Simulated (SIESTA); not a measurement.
InP under changes of volume

One of the cells (25.670 Å³/atom); the others are scaled copies at fixed shape and fractional positions:

```
In P
1.0
     0.00000    2.94991    2.94991
     2.94991    0.00000    2.94991
     2.94991    2.94991    0.00000
In P
1 1
Direct
  0.00000 0.00000 0.00000
  0.75000 0.75000 0.75000
```

```yaml
Program: SIESTA 5.4.2
Functional: PBE
Potentials_or_basis: PseudoDojo 0.4 standard (PBE files)
Basis: DZP (energy shift 0.002 Ry; radii capped at 9.5 bohr)
Grid_cutoff: 500 Ry
Energy_shift: 0.002 Ry
k_mesh: 8 × 8 × 8
Occupations: fermi-dirac, width 0.05 eV
Spin: no spin polarisation
```

```tsv
volume (Å³/atom)	energy over the lowest point (meV/atom)	pressure (GPa)	gap on the mesh (eV)
23.657	?	?	?
24.160	53.43	7.4	1.07
24.663	33.19	5.5	0.94
25.670	8.09	2.6	0.68
26.173	2.14	1.3	0.56
26.677	0.00	0.1	0.44
```

**Question.** What does the run at 23.657 Å³/atom give?

**Answer.** Energy over the lowest point 79.63 meV/atom; pressure 9.3 GPa; gap on the mesh 1.21 eV.

Worked out: A Birch-Murnaghan fit of order 3 (a polynomial in V^(-2/3)) to the other rows has its minimum at 26.74 Å³/atom, just outside them, with B0 = V·E''(V) = 56 GPa and B' = 5.0. It gives 79.62 meV/atom at 23.657 Å³/atom, against the run's 79.63, and -dE/dV = 9.4 GPa, against 9.3. A straight line through the other rows of the gap, of slope -6.37 eV per unit of ln V (its deformation potential), extrapolates to 1.20 eV, against the run's 1.21.

Energies are extrapolated to zero smearing.

Caveats: semicore shells carry a single zeta, which can move pressures by several GPa and volumes by a few percent; spin-orbit coupling is left out, which moves the levels of the heavy elements; the basis of atomic orbitals isn't converged, which shifts pressures, moduli and gaps.

A mesh can miss the band edges.
